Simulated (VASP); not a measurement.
The system is CdF2.

```
Cd F
1.0
     0.00000    2.69697    2.69697
     2.69697    0.00000    2.69697
     2.69697    2.69697    0.00000
Cd F
1 2
Cartesian
  0.0000 0.0000 0.0000
  1.3485 1.3485 1.3485
  4.0455 4.0455 4.0455
```

Base run:

- Program: VASP 6.6.1
- Functional: r2SCAN
- Potentials or basis: VASP PAW PBE potentials, release 64 (Cd, F)
- Cutoff: 520 eV
- k mesh: 10 × 10 × 10
- Occupations: gaussian, width 0.03 eV
- Spin: no spin polarisation

Its results: band gap on the k mesh 3.75 eV, indirect (least direct gap 4.25 eV).

Question: The run is repeated on the same cell with these changes: functional from r2SCAN to TB-mBJ. What comes out?

Answer: Band gap on the k mesh 6.61 eV, indirect (least direct gap 7.03 eV).
